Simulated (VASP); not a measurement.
A run of VASP 6.6.1 is set up as follows.

INCAR

```
ALGO = Normal
EDIFF = 1E-7
ENCUT = 520
GGA = PE
ISIF = 2
ISMEAR = 0
ISYM = 0
LASPH = True
LCHARG = False
LDAU = True
LDAUJ = 1 0
LDAUL = 2 -1
LDAUPRINT = 1
LDAUTYPE = 1
LDAUU = 7.3 0
LMAXMIX = 4
LREAL = False
LWAVE = False
NBANDS = 14
NELM = 150
PREC = Accurate
SIGMA = 0.1
```

Contents of KPOINTS:

```
Automatic mesh
0
Gamma
  4 4 4
  0.5 0.5 0
```

File POSCAR:

```
CoH3
1.0
    2.6113350000      0.0000000000      0.0000000000
    0.0000000000      2.6113350000      0.0000000000
    0.0000000000      0.0000000000      2.6113350000
Co H
1 3
Direct
    0.0000000000      0.0000000000      0.0000000000
    0.0000000000      0.5000000000      0.5000000000
    0.5000000000      0.0000000000      0.5000000000
    0.5000000000      0.5000000000      0.0000000000
```

Potentials or basis: VASP PAW PBE potentials, release 64 (Co, H).

Launch:

```sh
$ cat potpaw_PBE.64/Co/POTCAR potpaw_PBE.64/H/POTCAR > POTCAR
$ mpirun -np 1 vasp_std > vasp.out
```

Task: Predict the pressure.

Result: -13.8 GPa.

Task: Predict the band gap on the k mesh.

Result: None (metal or under the smearing width).

Eigenvalues of the final occupation matrices:
| site | spin | trace | eigenvalues |
| --- | --- | --- | --- |
| site 1 d | 1 | 3.90 | 0.65 0.65 0.87 0.87 0.87 |
| site 1 d | 2 | 3.90 | 0.65 0.65 0.87 0.87 0.87 |

Caveat: the k mesh is coarse (spacing up to 0.60 Å⁻¹), so the values aren't converged; U without spin polarisation on a metal has little footing; the U is typed as a test and isn't derived for this compound. Spin polarisation is off, so any magnetic state and its effect on volume and gap are missing.
